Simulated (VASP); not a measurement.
# Be (P6_3/mmc) in VASP: notebook

The runs below take Be through single point, with LDA.

All numbers are computed with VASP 6.6.1; they aren't measurements. Logs are shortened: lines on timing, memory, paths and dates and some standing lists are left out, and cuts for length are marked.

### 1 The structure

The structure is hexagonal, space group P6_3/mmc (No. 194). Conventional cell: a = 2.285 Å, b = 2.285 Å, c = 3.584 Å, α = 90.00°, β = 90.00°, γ = 120.00°. Around Be (site symmetry -6m2) lie 12 Be at 2.23 to 2.29 Å.

### 2 Single point, LDA

File INCAR:

```
  ADDGRID = F
  ALGO = Normal
  EDIFF = 1E-6
  ENCUT = 520
  GGA = CA
  ISIF = 2
  ISMEAR = 1
  LASPH = T
  LCHARG = F
  LREAL = F
  LWAVE = F
  NELM = 100
  PREC = Accurate
  SIGMA = 0.2
```

File KPOINTS:

```
k-points
0
Gamma
  5 5 3
```

File POSCAR:

```
Be
1.0
    2.2853000000      0.0000000000      0.0000000000
   -1.1426500000      1.9791278553      0.0000000000
    0.0000000000      0.0000000000      3.5842000000
Be
2
Direct
    0.6666666667      0.3333333333      0.7500000000
    0.3333333333      0.6666666667      0.2500000000
```

Potentials or basis: VASP PAW LDA potentials, release 64 (Be).

The run is started by

```
cat potpaw_LDA.64/Be/POTCAR > POTCAR
mpirun -np 1 vasp_std > vasp.out
```

OUTCAR:

```text
EDIFF = 1E-6
   ENCUT = 520
   GGA = CA
   ISIF = 2
   ISMEAR = 1
   LASPH = T
   LREAL = F
   NELM = 100
   PREC = Accurate

 Found     10 irreducible k-points:

 Following reciprocal coordinates:
            Coordinates               Weight
  0.000000  0.000000  0.000000      1.000000
  0.200000  0.000000  0.000000      6.000000
  0.400000  0.000000  0.000000      6.000000
  0.200000  0.200000  0.000000      6.000000
  0.400000  0.200000  0.000000      6.000000
  0.000000  0.000000  0.333333      2.000000
   k-points           NKPTS =     10   k-points in BZ     NKDIM =     10   number of bands    NBANDS=      6
   number of dos      NEDOS =    301   number of ions     NIONS =      2
   total plane-waves  NPLWV =   9072
   dimension x,y,z NGX =    18 NGY =   18 NGZ =   28
   dimension x,y,z NGXF=    36 NGYF=   36 NGZF=   56
   ions per type =               2
   NGX,Y,Z   is equivalent  to a cutoff of  13.09, 13.09, 12.99 a.u.
   NGXF,Y,Z  is equivalent  to a cutoff of  26.19, 26.19, 25.97 a.u.
 SYSTEM =  unknown system
   PREC   = accura    normal or accurate (medium, high low for compatibility)
   ISTART =      0    job   : 0-new  1-cont  2-samecut
   ICHARG =      2    charge: 1-file 2-atom 10-const
   ISPIN  =      1    spin polarized calculation?
   LNONCOLLINEAR =      F non collinear calculations
   LSORBIT =      F    spin-orbit coupling
   LASPH  =      T    aspherical Exc in radial PAW
   ENCUT  =  520.0 eV  38.22 Ry    6.18 a.u.   4.25  4.25  6.66*2*pi/ulx,y,z
   NELM   =    100;   NELMIN=  2; NELMDL= -5     # of ELM steps
   EDIFF  = 0.1E-05   stopping-criterion for ELM
   LREAL  =      F    real-space projection
   EDIFFG = 0.1E-04   stopping-criterion for IOM
   NSW    =      0    number of steps for IOM
   IBRION =     -1    ionic relax: 0-MD 1-quasi-New 2-CG
   NFREE  =      0    steps in history (QN), initial steepest desc. (CG)
   ISIF   =      2    stress and relaxation
   ISYM   =      2    0-nonsym 1-usesym 2-fastsym
   POTIM  = 0.5000    time-step for ionic-motion
   TEBEG  =    0.0;   TEEND  =   0.0 temperature during run
   PSTRESS=    0.0 pullay stress
   NELECT =       4.0000    total number of electrons
   NUPDOWN=      -1.0000    fix difference up-down
   EMIN   =  10.00;   EMAX   =-10.00  energy-range for DOS
   EFERMI =   0.00;   METHOD = LEGACY
   ISMEAR =     1;   SIGMA  =   0.20  broadening in eV -4-tet -1-fermi 0-gaus
   EFERMI_NEDOS =   21; number of points for ismear=-14 and -15
   IALGO  =     38    algorithm
   IMIX   =      4    mixing-type and parameters
     AMIX     =   0.40;   BMIX     =  1.00
     AMIX_MAG =   1.60;   BMIX_MAG =  1.00
  volume/ion in A,a.u.               =       8.11        54.70
  Fermi-wavevector in a.u.,A,eV,Ry     =   1.026814  1.940397 14.345258  1.054347
  Thomas-Fermi vector in A             =   2.160726
   LORBIT       =      0    0 simple, 1 ext, 2 COOP (PROOUT), +10 PAW based schemes
   GGA     = CA    functional components
   LHFCALC =     F    Hartree Fock is set to
   AEXX    =    0.0000 exact exchange contribution
   IVDW    =     0    specifies the selected vdW correction
   LEPSILON=     F    determine dielectric tensor
   LRPA    =     F    only Hartree local field effects (RPA)
 non-spin polarized calculation
 Methfessel and Paxton  Order N= 1 SIGMA  =   0.20
  energy-cutoff  :      520.00
  volume of cell :       16.21
 maximum number of plane-waves:       440
 NGX is ok and might be reduce to    18
   NGX =  9   NGY =  9   NGZ = 13

 number of electron       4.0000000 magnetization

 Free energy of the ion-electron system (eV)
  ---------------------------------------------------
  ext. energy  EPLUGINS =         0.00000000
  ---------------------------------------------------
  free energy    TOTEN  =        -8.36611993 eV

  energy without entropy =       -8.36704759  energy(sigma->0) =       -8.36642915

 E-fermi :   6.7927     XC(G=0): -10.5395

 val. band max:        6.6242967029   @ k =   0.2000   0.2000   0.0000
 cond. band min:       7.7746147793   @ k =   0.0000   0.0000   0.0000
 fundamental gap:      1.1503180764
 Fermi energy:         6.7926731464

 k-point     1 :       0.0000    0.0000    0.0000
  band No.  band energies     occupation
      1      -4.4948      2.00000
      2       2.2669      2.00000
      3       7.7746     -0.00000
      4      21.9198      0.00000
      5      21.9198      0.00000
      6      24.7214      0.00000

 k-point     2 :       0.2000    0.0000    0.0000
  band No.  band energies     occupation
      1      -3.3754      2.00000
      2       3.7346      2.00000
      3       7.9704     -0.00000
      4      16.1961      0.00000
      5      18.5622      0.00000
      6      23.9220      0.00000

 k-point     3 :       0.4000    0.0000    0.0000
  band No.  band energies     occupation
      1      -0.0651      2.00000
      2       5.5147      2.00000
      3       7.9949     -0.00000
      4      12.7119      0.00000
      5      15.7453      0.00000
      6      15.9444      0.00000

 k-point     4 :       0.2000    0.2000    0.0000
  band No.  band energies     occupation
      1      -1.1236      2.00000
      2       6.6243      2.00000
      3       7.9413     -0.00000
      4      11.1791      0.00000
      5      14.4833      0.00000
      6      19.4403      0.00000

 k-point     5 :       0.4000    0.2000    0.0000
  band No.  band energies     occupation
      1       2.7148      2.00000
      2       4.2953      2.00000
      3       9.2735     -0.00000
      4      11.1878      0.00000
      5      13.2031      0.00000
      6      13.6682      0.00000

 k-point     6 :       0.0000    0.0000    0.3333
  band No.  band energies     occupation
      1      -3.5503      2.00000
      2      -0.7644      2.00000
      3      12.9694      0.00000
      4      21.5151      0.00000
      5      22.7144      0.00000
      6      22.7144      0.00000

 [... further k-points ...]

------------------------ aborting loop because EDIFF is reached ----------------------------------------

  FORCE on cell =-STRESS in cart. coord.  units (eV):
  Direction    XX          YY          ZZ          XY          YZ          ZX
  --------------------------------------------------------------------------------------
  -------------------------------------------------------------------------------------
  Total       -0.8667268     -0.8667268     -0.6588136      0.0000000      0.0000000      0.0000000
  in kB      -85.6610668    -85.6610668    -65.1124180      0.0000000      0.0000000      0.0000000
  external PRESSURE =     -78.8115172 kB  Pullay stress =       0.0000000 kB

 VOLUME and BASIS-vectors are now :
 -----------------------------------------------------------------------------
  energy-cutoff  :      520.00
  volume of cell :       16.21
      direct lattice vectors                 reciprocal lattice vectors
     2.285300000  0.000000000  0.000000000     0.437579311  0.252636533  0.000000000
    -1.142650000  1.979127855  0.000000000     0.000000000  0.505273066  0.000000000
     0.000000000  0.000000000  3.584200000     0.000000000  0.000000000  0.279002288

 POSITION                                       TOTAL-FORCE (eV/Angst)
 -----------------------------------------------------------------------------------
      1.14265      0.65971      2.68815         0.000000      0.000000      0.000000
     -0.00000      1.31942      0.89605        -0.000000     -0.000000      0.000000
 -----------------------------------------------------------------------------------
    total drift:                                0.000000     -0.000000      0.000000

  FREE ENERGIE OF THE ION-ELECTRON SYSTEM (eV)
  ---------------------------------------------------
  free  energy   TOTEN  =        -8.3661199299 eV

  energy  without entropy=       -8.3670475948  energy(sigma->0) =       -8.36642915
```

OSZICAR:

```text
N       E                     dE             d eps       ncg     rms          rms(c)
DAV:   1    -0.327291756650E+01   -0.32729E+01   -0.19166E+03   120   0.559E+02
DAV:   2    -0.838512657986E+01   -0.51122E+01   -0.51122E+01   192   0.538E+01
DAV:   3    -0.841188317376E+01   -0.26757E-01   -0.26757E-01   150   0.417E+00
DAV:   4    -0.841189413861E+01   -0.10965E-04   -0.10965E-04   180   0.900E-02
DAV:   5    -0.841189413995E+01   -0.13423E-08   -0.12534E-08   156   0.826E-04    0.121E+00
DAV:   6    -0.838078256321E+01    0.31112E-01   -0.22837E-03   132   0.416E-01    0.728E-01
DAV:   7    -0.836612783337E+01    0.14655E-01   -0.39937E-03   144   0.533E-01    0.173E-02
DAV:   8    -0.836612085289E+01    0.69805E-05   -0.10898E-05   174   0.371E-02    0.490E-03
DAV:   9    -0.836611992990E+01    0.92299E-06   -0.47443E-07   108   0.769E-03
   1 F= -.83661199E+01 E0= -.83664292E+01  d E =0.927665E-03
```

Wall time 0.7 s (1 thread of AMD EPYC 9R45 (Zen 5), shared host); peak memory 0.08 GiB.

These settings aren't checked as converged: the numbers below hold their error.

What came out:

* Free energy: -8.3661 eV
* Pressure: -7.9 GPa

Caveat: the k mesh is coarse (spacing up to 0.63 Å⁻¹), so the values aren't converged; the mesh shows a gap though the element is a metal.

(Continued in part 2 of 2.)
